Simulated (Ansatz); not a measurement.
Crystal: MoS2.

```xyz
3
Lattice="1.5800 0.9122 6.1500 -1.5800 0.9122 6.1500 0.0000 -1.8244 6.1500" Properties=species:S:1:pos:R:3 pbc="T T T"
Mo    0.0000    0.0000    0.0000
S     0.0000    0.0000    7.6936
S     0.0000    0.0000    4.6125
```

Measurements of this composition are mostly on another form, of space group No. 194.

Base run:

```yaml
Program: Ansatz 0.2.0
Functional: r2SCAN0
Potentials_or_basis: Ansatz PAW
Cutoff: "500 eV (not typed: the program's choice for these potentials)"
k_mesh: 6 × 6 × 6
Occupations: fermi-dirac, width 0.05 eV
Spin: no spin polarisation
```

Its results: band gap on the k mesh 2.09 eV, indirect (least direct gap 2.91 eV); pressure 0.0 GPa; largest force 0.146 eV/Å.

Task: The run is repeated on the same cell with these changes: functional from r2SCAN0 to BLYP; cutoff from 500 eV (not typed: the program's choice for these potentials) to 420 eV (not typed: the program's choice for these potentials). What comes out?

Result: Band gap on the k mesh 0.92 eV, indirect (least direct gap 1.70 eV); pressure 12.9 GPa; largest force 0.939 eV/Å.

r2SCAN0 gives the wider gap, since exact exchange removes part of the self-interaction.

Caveats: the PAW data sets come from PBE, with cores solved anew for the run's functional, which leaves a small shift of forces and pressure; the thresholds are loose for stress (some runs).
